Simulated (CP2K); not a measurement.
# MgS (F-43m) in CP2K: a series of runs, part 2 of 4

CP2K 2026.2.

### Step 4. Single point, PBE

File mgs_scf.inp:

```
&GLOBAL
  PROJECT mgs_scf
  RUN_TYPE ENERGY_FORCE
  PRINT_LEVEL LOW
&END GLOBAL
&FORCE_EVAL
  METHOD QS
  STRESS_TENSOR ANALYTICAL
  &DFT
    BASIS_SET_FILE_NAME BASIS_MOLOPT_UZH
    POTENTIAL_FILE_NAME POTENTIAL_UZH
    &MGRID
      CUTOFF 1400
      REL_CUTOFF 60
      NGRIDS 5
    &END MGRID
    &QS
      METHOD GPW
      EPS_DEFAULT 1.0E-9
    &END QS
    &KPOINTS
      SCHEME MONKHORST-PACK 8 8 8
      GAMMA_CENTERED T
      SYMMETRY T
      SYMMETRY_BACKEND SPGLIB
    &END KPOINTS
    &SCF
      SCF_GUESS ATOMIC
      EPS_SCF 1.0E-6
      MAX_SCF 100
      ADDED_MOS 10
      CHOLESKY OFF
      EPS_EIGVAL 1.0E-7
      &DIAGONALIZATION ON
        ALGORITHM STANDARD
      &END DIAGONALIZATION
      &MIXING ON
        METHOD BROYDEN_MIXING
        ALPHA 0.4
        BETA 1.5
        NBUFFER 8
      &END MIXING
      &SMEAR ON
        METHOD FERMI_DIRAC
        ELECTRONIC_TEMPERATURE [K] 580.226
      &END SMEAR
    &END SCF
    &XC
      &XC_FUNCTIONAL
        &GGA_X_PBE
        &END GGA_X_PBE
        &GGA_C_PBE
        &END GGA_C_PBE
      &END XC_FUNCTIONAL
    &END XC
    &PRINT
      &KPOINTS ON
      &END KPOINTS
      &MULLIKEN ON
      &END MULLIKEN
      &MO ON
        ENERGIES T
        OCCUPATION_NUMBERS T
        &EACH
          QS_SCF 0
        &END EACH
        ADD_LAST NUMERIC
      &END MO
      &LOWDIN ON
      &END LOWDIN
      &HIRSHFELD ON
        SHAPE_FUNCTION DENSITY
      &END HIRSHFELD
    &END PRINT
  &END DFT
  &SUBSYS
    &CELL
      A 4.0066367940 0.0000000000 0.0000000000
      B 2.0033183970 3.4698492474 0.0000000000
      C 2.0033183970 1.1566164158 3.2714052433
      PERIODIC XYZ
    &END CELL
    &COORD
      SCALED
      S   0.2500000000 0.2500000000 0.2500000000
      Mg  0.0000000000 0.0000000000 0.0000000000
    &END COORD
    &KIND S
      BASIS_SET DZVP-MOLOPT-PBE-GTH-q6
      POTENTIAL GTH-PBE-q6
    &END KIND
    &KIND Mg
      BASIS_SET DZVP-MOLOPT-PBE-GTH-q10
      POTENTIAL GTH-PBE-q10
    &END KIND
    &PRINT
      &ATOMIC_COORDINATES ON
      &END ATOMIC_COORDINATES
      &CELL ON
      &END CELL
      &SYMMETRY ON
      &END SYMMETRY
    &END PRINT
  &END SUBSYS
  &PRINT
    &FORCES ON
    &END FORCES
    &STRESS_TENSOR ON
    &END STRESS_TENSOR
  &END PRINT
&END FORCE_EVAL
```

Potentials or basis: POTENTIAL_UZH S GTH-PBE-q6, Mg GTH-PBE-q10; DZVP-MOLOPT-PBE-GTH basis.

Command:

```bash
> OMP_NUM_THREADS=1 cp2k.psmp -i mgs_scf.inp -o mgs_scf.out
```

mgs_scf.out:

```text

 CP2K| version string:                                       CP2K version 2026.2
 CP2K| Input file name                                               mgs_scf.inp

 GLOBAL| Force Environment number                                              1
 GLOBAL| Basis set file name                                    BASIS_MOLOPT_UZH
 GLOBAL| Potential file name                                       POTENTIAL_UZH
 GLOBAL| MM Potential file name                                     MM_POTENTIAL
 GLOBAL| Coordinate file name                                      __STD_INPUT__
 GLOBAL| Method name                                                        CP2K
 GLOBAL| Project name                                                    mgs_scf
 GLOBAL| Run type                                                   ENERGY_FORCE
 GLOBAL| FFT library                                                       FFTW3
 GLOBAL| Diagonalization library                                       ScaLAPACK
 GLOBAL| Cholesky decomposition library                                ScaLAPACK
 GLOBAL| DGEMM library                                                      BLAS
 GLOBAL| Direct generalized diagonalization requested                          F
 GLOBAL| Matrix multiplication library                                 ScaLAPACK
 GLOBAL| Global print level                                                  LOW
 GLOBAL| Total number of message passing processes                             1
 GLOBAL| Number of threads for this process                                    1
 GLOBAL| CPU model name                                                  UNKNOWN

 CELL| Volume [angstrom^3]:                                            45.480468
 CELL| Vector a [angstrom]:       4.007     0.000     0.000   |a| =     4.006637
 CELL| Vector b [angstrom]:       2.003     3.470     0.000   |b| =     4.006637
 CELL| Vector c [angstrom]:       2.003     1.157     3.271   |c| =     4.006637
 CELL| Angle (b,c), alpha [degree]:                                    60.000000
 CELL| Angle (a,c), beta  [degree]:                                    60.000000
 CELL| Angle (a,b), gamma [degree]:                                    60.000000
 CELL| Numerically orthorhombic:                                              NO
 CELL| Periodicity                                                           XYZ

 CELL_REF| Volume [angstrom^3]:                                        45.480468
 CELL_REF| Vector a [angstrom     4.007     0.000     0.000   |a| =     4.006637
 CELL_REF| Vector b [angstrom     2.003     3.470     0.000   |b| =     4.006637
 CELL_REF| Vector c [angstrom     2.003     1.157     3.271   |c| =     4.006637
 CELL_REF| Angle (b,c), alpha [degree]:                                60.000000
 CELL_REF| Angle (a,c), beta  [degree]:                                60.000000
 CELL_REF| Angle (a,b), gamma [degree]:                                60.000000
 CELL_REF| Numerically orthorhombic:                                          NO
 CELL_REF| Periodicity                                                       XYZ

[... 9 lines left out ...]

  Total number of            - Atomic kinds:                                   2
                             - Atoms:                                          2
                             - Shell sets:                                     2
                             - Shells:                                        10
                             - Primitive Cartesian functions:                 11
                             - Cartesian basis functions:                     23
                             - Spherical basis functions:                     22

  Maximum angular momentum of- Orbital basis functions:                        2
                             - Local part of the GTH pseudopotential:          2
                             - Non-local part of the GTH pseudopotential:      2

 MODULE QUICKSTEP: ATOMIC COORDINATES IN ANGSTROM

   Atom Kind Element         X             Y             Z       Z(eff)     Mass
      1    1 S    16      2.003318      1.156616      0.817851   6.0000  32.0650
      2    2 Mg   12      0.000000      0.000000      0.000000  10.0000  24.3050

[... 87 lines left out ...]
     1 NoMix/Diag. 0.40E+00    0.9     1.10287326       -73.7403335446 -7.37E+01
     2 Broy./Diag. 0.40E+00    0.9     0.04765783       -73.1337487579  6.07E-01
     3 Broy./Diag. 0.40E+00    0.9     0.12464639       -73.4526460986 -3.19E-01
     4 Broy./Diag. 0.40E+00    0.9     0.00450044       -73.6885526396 -2.36E-01
     5 Broy./Diag. 0.40E+00    1.0     0.00440293       -73.6685858586  2.00E-02
     6 Broy./Diag. 0.40E+00    1.0     0.00097153       -73.6294401414  3.91E-02
     7 Broy./Diag. 0.40E+00    1.0     0.00028018       -73.6219263018  7.51E-03
     8 Broy./Diag. 0.40E+00    1.0     0.00027547       -73.6304224902 -8.50E-03
     9 Broy./Diag. 0.40E+00    1.0     0.00005386       -73.6320612995 -1.64E-03
    10 Broy./Diag. 0.40E+00    1.0     0.00001498       -73.6316580643  4.03E-04
    11 Broy./Diag. 0.40E+00    1.0     0.00000936       -73.6317229404 -6.49E-05
    12 Broy./Diag. 0.40E+00    1.0     0.00000322       -73.6317335404 -1.06E-05
    13 Broy./Diag. 0.40E+00    1.0     0.00000452       -73.6316817834  5.18E-05
    14 Broy./Diag. 0.40E+00    1.0     0.00000109       -73.6316733009  8.48E-06
    15 Broy./Diag. 0.40E+00    1.0     0.00000020       -73.6316732349  6.61E-08

  *** SCF run converged in    15 steps ***

  Electronic density on regular grids:        -15.9999998492        0.0000001508
  Core density on regular grids:               15.9999999933       -0.0000000067
  Total charge density on r-space grids:        0.0000001441
  Total charge density g-space grids:           0.0000001441

  Overlap energy of the core charge distribution:               0.00000000000000
  Self energy of the core charge distribution:               -170.57361179697347
  Core Hamiltonian energy:                                     48.74107444601529
  Hartree energy:                                              59.12017259642055
  Exchange-correlation energy:                                -10.91930848033972
  Electronic entropic energy:                                  -0.00000000000000
  Fermi energy:                                                 0.13973499730072

  Total energy:                                               -73.63167323487735
  Total energy (extrapolated to T->0):                        -73.63167323487735

 MO| EIGENVALUES AND OCCUPATION NUMBERS FOR K POINT 1
 MO|
 MO|  Index      Eigenvalue [a.u.]        Eigenvalue [eV]             Occupation
 MO|      1              -2.641824             -71.887683               2.000000
 MO|      2              -1.420746             -38.660475               2.000000
 MO|      3              -1.420680             -38.658668               2.000000
 MO|      4              -1.420680             -38.658668               2.000000
 MO|      5              -0.309473              -8.421202               2.000000
 MO|      6              -0.020744              -0.564475               2.000000
[... 333 lines left out ...]
 MO|     17               0.872033              23.729218               0.000000
 MO|     18               0.981882              26.718377               0.000000
 MO| Sum:                                                              16.000000
 MO| E(Fermi):            0.139735 a.u.          3.802383 eV
 MO| Band gap:            0.256855 a.u.          6.989393 eV

 [... the levels of further k-points ...]

 !-----------------------------------------------------------------------------!
                     Mulliken Population Analysis

 #  Atom  Element  Kind  Atomic population                           Net charge
       1     S        1          6.965801                             -0.965801
       2     Mg       2          9.034199                              0.965801
 # Total charge                             16.000000                  0.000000

 !-----------------------------------------------------------------------------!

 !-----------------------------------------------------------------------------!
                           Hirshfeld Charges

  #Atom  Element  Kind  Ref Charge     Population                    Net charge
      1       S      1       6.000          6.320                        -0.320
      2       Mg     2      10.000          9.680                         0.320

  Total Charge                                                           -0.000
 !-----------------------------------------------------------------------------!

 LOWDIN POPULATION ANALYSIS

 #  Atom  Element  Kind  Atomic population                           Net charge
       1     S        1          6.746976                             -0.746976
       2     Mg       2          9.253024                              0.746976
 # Total charge                             16.000000                  0.000000

 ENERGY| Total FORCE_EVAL ( QS ) energy [hartree]            -73.631672451645045

 FORCES| Atomic forces [hartree/bohr]
 FORCES|   Atom     x               y               z               |f|
 FORCES|      1  2.01671354E-06  1.08197809E-06  6.44977034E-07   2.37777322E-06
 FORCES|      2  1.46390838E-06  9.27359983E-07  7.75920908E-07   1.89870417E-06
 FORCES| Sum     3.48062192E-06  2.00933807E-06  1.42089794E-06
 FORCES| Total atomic force                                       4.26275960E-06

 STRESS| Analytical stress tensor [bar]
 STRESS|                        x                   y                   z
 STRESS|      x        2.46948709204E+04   6.46345580151E+01   4.57035376465E+01
 STRESS|      y        6.46345580151E+01   2.46199766421E+04   2.60075242483E+01
 STRESS|      z        4.57035376465E+01   2.60075242483E+01   2.46022742114E+04
 STRESS| 1/3 Trace                                             2.46390405913E+04
 STRESS| Determinant                                           1.49576957089E+13

 STRESS| Eigenvectors and eigenvalues of the analytical stress tensor [bar]
 STRESS|                        1                   2                   3
 STRESS| Eigenvalues   2.45826507374E+04   2.45837245472E+04   2.47507464893E+04
 STRESS|      x          -0.557356818767     -0.147974563999      0.816980357771
 STRESS|      y           0.792397026443     -0.388613222693      0.470198591695
 STRESS|      z           0.247911938112      0.909441197416      0.333850834033
```

Wall time 17 s (1 thread of Arm Neoverse V2, shared host); peak memory 0.71 GiB.

What came out:

```
Free energy            : -2003.6197 eV
Pressure               : 2.5 GPa
Band gap on the k mesh : 3.27 eV, direct
Mulliken charges       : S -0.97; Mg +0.97 e
Hirshfeld charges      : S -0.32; Mg +0.32 e
```

Caveat: Mulliken charges move with the basis; the basis of atomic orbitals isn't converged, which shifts pressures, moduli and gaps. Expect the measured gap to be larger: semilocal functionals such as PBE lack the derivative discontinuity.

(Part 2 of 4 ends here.)
